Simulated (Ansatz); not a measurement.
# MgS under changes of volume

One of the cells (22.740 Å³/atom); the others are scaled copies at fixed shape and fractional positions:

```xyz
2
Lattice="0.0000 2.8331 2.8331 2.8331 0.0000 2.8331 2.8331 2.8331 0.0000" Properties=species:S:1:pos:R:3 pbc="T T T"
S     1.4166    1.4166    1.4166
Mg    0.0000    0.0000    0.0000
```

The cell comes from a database or a generator and needn't be the stable form of this composition.

* Program: Ansatz 0.2.0
* Functional: PBE0
* Potentials or basis: Ansatz PAW
* Cutoff: 420 eV (not typed: the program's choice for these potentials)
* k mesh: 4 × 4 × 4
* Occupations: fermi-dirac, width 0.05 eV
* Spin: no spin polarisation

```tsv
volume (Å³/atom)	energy over the lowest point (meV/atom)	pressure (GPa)	gap on the mesh (eV)
21.376	16.13	4.1	5.53
21.831	6.76	2.5	5.44
22.285	?	?	?
22.740	0.00	-0.1	5.22
23.195	1.85	-1.2	5.11
23.650	6.76	-2.2	5.01
24.105	14.41	-3.2	4.91
```

Question: What does the run at 22.285 Å³/atom give?

Answer: Energy over the lowest point 1.52 meV/atom; pressure 1.2 GPa; gap on the mesh 5.33 eV.

Worked out: A Birch-Murnaghan fit of order 3 (a polynomial in V^(-2/3)) to the other rows has its minimum at 22.71 Å³/atom with B0 = V·E''(V) = 60 GPa and B' = 4.0. It gives 1.52 meV/atom at 22.285 Å³/atom, against the run's 1.52, and -dE/dV = 1.2 GPa, against 1.2. A straight line through the other rows of the gap, of slope -5.23 eV per unit of ln V, gives 5.32 eV, against the run's 5.33.

Energies are extrapolated to zero smearing.

Caveats: all runs use coarse meshes; the PAW data sets come from PBE, with cores solved anew for the run's functional, which leaves a small shift of forces and pressure; the thresholds are loose for stress.

A mesh can miss the band edges.
